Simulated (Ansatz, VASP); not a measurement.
**One calculation of Si2Ni, two programs**

File INCAR:

```
SYSTEM = Si2Ni
  PREC = Accurate
  ENCUT = 520
  EDIFF = 1E-6
  ISMEAR = 0
  SIGMA = 0.1
  LREAL = .False.
  LASPH = .True.
  NELM = 80
  ALGO = Normal
  ISIF = 2
  LWAVE = .False.
  LCHARG = .False.
  GGA = PS
  NBANDS = 16
```

KPOINTS

```
regular mesh
0
Gamma
  14 14 14
  0 0 0
```

POSCAR

```
Si2Ni
1.0
    0.0000000000      2.6684401277      2.6684401277
    2.6684401277      0.0000000000      2.6684401277
    2.6684401277      2.6684401277      0.0000000000
Si Ni
2 1
Direct
    0.2500000000      0.2500000000      0.2500000000
    0.7500000000      0.7500000000      0.7500000000
    0.0000000000      0.0000000000      0.0000000000
```

Input for Ansatz:

```yaml
crystal:
  lattice:
    - [0.0, 2.6684401231, 2.6684401231]
    - [2.6684401231, 0.0, 2.6684401231]
    - [2.6684401231, 2.6684401231, 0.0]
  atoms:
    - { symbol: Si, position: [0.25, 0.25, 0.25] }
    - { symbol: Si, position: [0.75, 0.75, 0.75] }
    - { symbol: Ni, position: [0.0, 0.0, 0.0] }
basis:
  ecutwfc: 420
kpoints:
  mp_grid: { grid: [14, 14, 14] }
hamiltonian:
  xc: pbesol
scf:
  occupations: { method: gaussian, width: 0.1 }
output:
  forces: true
  stress: true
  eigenvalues: true
```

Alike in both runs: task single point; functional PBEsol; k mesh 14 × 14 × 14; occupations gaussian, width 0.1 eV; no spin polarisation.

```csv
,VASP,Ansatz
version,VASP 6.6.1,Ansatz 0.2.0
potentials or method,"VASP PAW PBE potentials, release 64 (Si, Ni)","scalar-relativistic, plane waves, PAW"
plane-wave cutoff (eV),520,420
valence electrons in the cell,18,26
```

```tsv
	VASP	Ansatz	Ansatz less VASP
gap on the k mesh at the Fermi level (eV)	none	none	-
pressure (GPa)	5.2	5.2	-0.06
```

A gap of «none» marks a metal or a gap that the smearing closes. With one functional, cell and mesh, what is left measures potentials, basis and numerics. The two sets of potentials don't hold the same shells in valence.

Caveats: the PAW data sets were made with another functional, which shifts forces and pressure a little (VASP). Spin polarisation is off, so any magnetic state and its effect on volume and gap are missing.
